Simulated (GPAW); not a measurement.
Input of a GPAW 26.7.0 run:

The input run.py:

```python
import numpy as np
from ase.dft.bandgap import bandgap
from ase.io import write
from ase.spacegroup import crystal
from gpaw import GPAW, PW
from gpaw.spinorbit import soc_eigenstates

# Se 4c
# Zn 4a
atoms = crystal(['Se', 'Zn'],
                basis=[[0.25, 0.25, 0.25],
                       [0.0, 0.0, 0.0]],
                spacegroup=216, setting=1,  # F-43m
                cellpar=[5.6676, 5.6676, 5.6676, 90.0, 90.0, 90.0],
                primitive_cell=True)

calc = GPAW(mode=PW(600),
            xc={'name': 'vdW-DF2', 'backend': 'libvdwxc'},
            kpts={'size': (7, 7, 7), 'gamma': True},
            occupations={'name': 'fermi-dirac', 'width': 0.05},
            nbands=18,
            convergence={'density': 1e-05, 'energy': 1e-05},
            maxiter=150,
            txt='gpaw.txt')
atoms.calc = calc
energy = atoms.get_potential_energy()
forces = atoms.get_forces()
calc.write('gs.gpw')
write('result.traj', atoms)
print(f'Energy: {energy:.6f} eV')
print('Forces (eV/A):')
print(forces.round(4))
print('Fermi level:', round(calc.get_fermi_level(), 4), 'eV')
print(f'Gap: {bandgap(calc)[0]:.4f} eV, direct: {bandgap(calc, direct=True)[0]:.4f} eV')

path = atoms.cell.bandpath('GXWKGLUWLK,UX', npoints=60, eps=1e-4)
bs_calc = calc.fixed_density(kpts=path, symmetry='off', nbands=29,
                             convergence={'bands': 'CBM+6.0', 'eigenstates': 1e-6}, txt='bands.txt')
bs = bs_calc.band_structure()
bs.write('bs.json')
print(f'Gap on the path: {bandgap(bs_calc)[0]:.4f} eV')

soc = soc_eigenstates(bs_calc, theta=0, phi=0)
np.savetxt('soc_bands.dat', soc.eigenvalues(), fmt='%.4f')
mesh = soc_eigenstates('gs.gpw', theta=0, phi=0)
np.savetxt('soc_mesh.dat', mesh.eigenvalues(), fmt='%.4f')
print('Fermi level with spin-orbit coupling:', round(mesh.fermi_level, 4), 'eV')
```

Potentials or basis: GPAW PAW data sets (gpaw-data 1.2.1), pw.

Run with:

```bash
$ OMP_NUM_THREADS=1 python run.py
```

Estimate the band gap along the path.

1.04 eV, direct.

Estimate the band gap on the k mesh.

1.04 eV, direct.

Levels at the corners of the path, in eV from the valence-band top:
| point | band 16 | band 17 | band 18 | band 19 | band 20 | band 21 |
| --- | --- | --- | --- | --- | --- | --- |
| Γ | 0.00 | 0.00 | 0.00 | 1.04 | 1.04 | 5.67 |
| X | -2.36 | -2.18 | -2.18 | 2.90 | 2.90 | 3.31 |
| W | -2.80 | -2.72 | -2.70 | 5.21 | 5.38 | 5.44 |
| K | -3.12 | -1.88 | -1.88 | 3.47 | 3.47 | 5.39 |
| Γ | 0.00 | 0.00 | 0.00 | 1.04 | 1.04 | 5.67 |
| L | -1.11 | -0.86 | -0.86 | 2.36 | 2.36 | 6.30 |
| U | -3.12 | -1.88 | -1.88 | 3.47 | 3.47 | 5.39 |
| W | -2.80 | -2.72 | -2.70 | 5.21 | 5.38 | 5.44 |
| L | -1.11 | -0.86 | -0.86 | 2.36 | 2.36 | 6.30 |
| K | -3.12 | -1.88 | -1.88 | 3.47 | 3.47 | 5.39 |
| U | -3.12 | -1.88 | -1.88 | 3.47 | 3.47 | 5.39 |
| X | -2.36 | -2.18 | -2.18 | 2.90 | 2.90 | 3.31 |

Caveat: spin-orbit coupling was added after a scalar SCF, so levels and gaps hold it while energy, forces, pressure and moments don't; this program's spin-orbit splittings come out too wide for heavy elements; the PAW data sets were made with another functional, which shifts forces and pressure a little.

**Measured values to compare with.**

From “Alloy Disordering Effects on the Thermal Conductivity and Energy Gap Temperature Dependence of Cd1−xZnxSe Ternary Crystals Grown by the Bridgman Method”, 2023, pmc:10253836, for a bulk crystal of ZnSe at 300 K: band gap 2.695 ± 0.003 eV (an exciton energy, a little under the gap).

Against the measured gap of ZnSe, 2.695 eV (an exciton energy, a little under the gap; 300 K; “Alloy Disordering Effects on the Thermal Conductivity and Energy Gap Temperature Dependence of Cd1−xZnxSe Ternary Crystals Grown by the Bridgman Method”, 2023, pmc:10253836), the calculated 1.04 eV is off by -1.65 eV. So large a miss can be the level of theory's own, or it may mean another phase, state or a wrong row. The value is that of vdW-DF2, without temperature or zero-point motion.
